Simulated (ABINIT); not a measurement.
Crystal: Ir.

```
Ir
1.0
     0.00000    1.91560    1.91560
     1.91560    0.00000    1.91560
     1.91560    1.91560    0.00000
Ir
1
Direct
  0.00000 0.00000 0.00000
```

- Program: ABINIT 10.8.3 (patched build)
- Task: single point
- Functional: PBEsol
- Potentials or basis: JTH PAW PBE v2.0
- Cutoff: 435 eV
- k mesh: 12 × 12 × 12
- Occupations: fermi-dirac, width 0.05 eV
- Spin: no spin polarisation

On this cell: pressure 0.1 GPa; band gap on the k mesh none (metal or under the smearing width).

The same run follows on a disturbed copy (cell strained at random at fixed volume):

```xyz
1
Lattice="-0.0090 1.9584 1.9389 1.8984 0.0229 1.9070 1.8997 1.9277 0.0216" Properties=species:S:1:pos:R:3 pbc="T T T"
Ir   -0.0331   -0.0321   -0.0109
```

What changes?

The energy (extrapolated to zero smearing) moves by +12.6 meV/atom; pressure 0.4 GPa; band gap on the k mesh none (metal or under the smearing width).

Stress tensor (GPa, compression positive):
```
 2.56  1.27  1.74
 1.27 -2.62 -8.31
 1.74 -8.31  1.36
```

Caveats: the PAW data sets were made with another functional, which shifts forces and pressure a little.
